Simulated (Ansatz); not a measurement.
An element in the fcc structure gives these cold pressures by all-electron LAPW under PBE (Ansatz 0.2.0, scalar-relativistic, no spin polarisation).

```tsv
V (Å³/atom)	P (GPa)
29.09	0.00
26.76	3.99
24.43	9.80
22.11	18.45
19.78	31.7
17.45	52.8
15.12	87.2
13.09	139.3
```

Q: Which element is it?

A: Lu. Its zero-pressure volume in this structure is near 29.1 Å³/atom; the volume and the steepness of P(V) together point to it, though neighbours can come close. Other candidates weren't computed, and some may come near.
